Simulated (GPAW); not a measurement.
A run of GPAW 26.7.0 is set up as follows.

The input run.py:

```python
from ase import Atoms
from ase.calculators.mixing import SumCalculator
from ase.filters import FrechetCellFilter
from ase.io import write
from ase.optimize import BFGS
from dftd3.ase import DFTD3
from gpaw import GPAW, PW, setup_paths

setup_paths.insert(0, '.')

atoms = Atoms(['Zr', 'Zr'],
              cell=[[3.232, 0.0, 0.0],
                    [-1.616, 2.798994105, 0.0],
                    [0.0, 0.0, 5.147]],
              scaled_positions=[[0.6666666667, 0.3333333333, 0.75],
                                [0.3333333333, 0.6666666667, 0.25]],
              pbc=True)

calc = GPAW(mode=PW(600),
            xc='PBEsol',
            kpts={'size': (8, 8, 5), 'gamma': True},
            occupations={'name': 'fermi-dirac', 'width': 0.05},
            nbands=24,
            convergence={'density': 1e-05, 'forces': 0.0001},
            maxiter=150,
            txt='gpaw.txt')
atoms.calc = SumCalculator([calc, DFTD3(method='pbesol', damping='d3zero')])
opt = BFGS(FrechetCellFilter(atoms), trajectory='relax.traj', logfile='-')
done = opt.run(fmax=0.02, steps=60)
calc.write('gs.gpw')
write('result.traj', atoms)
print('Converged:', done)
print('Cell:', atoms.cell.cellpar().round(4))
print('Volume:', round(atoms.get_volume(), 4))
print(atoms.get_scaled_positions().round(5))
```

Potentials or basis: PAW data sets generated in the run's folder for this functional, pw.

Run with:

```sh
$ gpaw-setup -f PBEsol Zr
$ OMP_NUM_THREADS=1 python run.py
```

(1) Predict the band gap on the k mesh.

(2) Predict the relaxed volume.

## Answers

(1) none (metal or under the smearing width).

(2) 21.71 Å³/atom.

Caveat: later steps reuse the first step's grids; pairwise dispersion overbinds metals, which lowers pressure and volume.
